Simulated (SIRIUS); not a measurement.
Set up this calculation in SIRIUS 7.10.0, as the native input.

| Item | Value |
| --- | --- |
| Task | single point |
| Functional | PBEint |
| Potentials or basis | PseudoDojo 0.4.1 PBE standard (scalar relativistic) |
| Cutoff | 1127 eV |
| Density cutoff | 4507 eV |
| k mesh | 6 × 6 × 20 |
| Occupations | fermi-dirac, width 0.05 eV |
| Spin | no spin polarisation |
| Libxc names | ["XC_GGA_X_PBEINT", "XC_GGA_C_PBEINT"] |
| Energy tol | 1e-08 Ha |
| Density tol | 1e-06 |
| Mixer | anderson |
| Mixing beta | 0.7 |
| Max scf | 100 |
| Radial cutoff for the potentials' integrals | 6.5 bohr |

C:

```
C
1.0
     4.25517    0.00000    0.00000
     0.00000    4.25517    0.00000
     0.00000    0.00000    1.28229
C
1
Direct
  0.50000 0.50000 0.50000
```

The cell was built by a generator and needn't be a form met in nature.

One way to write it, as run:

sirius.json

```json
{
  "control": {
    "processing_unit": "cpu",
    "verbosity": 2,
    "num_bands_to_print": 8,
    "print_forces": true,
    "print_stress": true
  },
  "parameters": {
    "electronic_structure_method": "pseudopotential",
    "xc_functionals": ["XC_GGA_X_PBEINT", "XC_GGA_C_PBEINT"],
    "gk_cutoff": 9.1,
    "pw_cutoff": 18.2,
    "ngridk": [6, 6, 20],
    "shiftk": [0, 0, 0],
    "smearing": "fermi_dirac",
    "smearing_width": 0.0018374661,
    "num_bands": 8,
    "num_mag_dims": 0,
    "num_dft_iter": 100,
    "energy_tol": 1e-08,
    "density_tol": 1e-06
  },
  "iterative_solver": {
    "type": "davidson",
    "min_tolerance": 1e-09,
    "tolerance_scale": [0.1, 0.25]
  },
  "mixer": {
    "type": "anderson",
    "beta": 0.7,
    "max_history": 8
  },
  "settings": {
    "tol_ne": 1e-10,
    "pseudo_grid_cutoff": 6.5
  },
  "unit_cell": {
    "lattice_vectors": [
      [8.041105913724, 0.0, 0.0],
      [0.0, 8.041105913724, 0.0],
      [0.0, 0.0, 2.423176912346]
    ],
    "atom_coordinate_units": "lattice",
    "atom_types": ["C"],
    "atom_files": {
      "C": "C.json"
    },
    "atoms": {
      "C": [
        [0.5, 0.5, 0.5]
      ]
    }
  }
}
```

Potentials or basis: PseudoDojo 0.4.1 PBE standard (scalar relativistic).

Launch:

```bash
$ upf_to_json C.upf
$ OMP_NUM_THREADS=1 sirius.scf --input=sirius.json --output=out.json --task=0
```

It gave:

- Pressure: -0.1 GPa
- Band gap on the k mesh: none (metal or under the smearing width)

Caveat: the potentials were made for another functional, which shifts forces and pressure.

It took 25 s on 1 thread of Arm Neoverse V2, with other jobs on the host, peak memory 0.29 GiB.
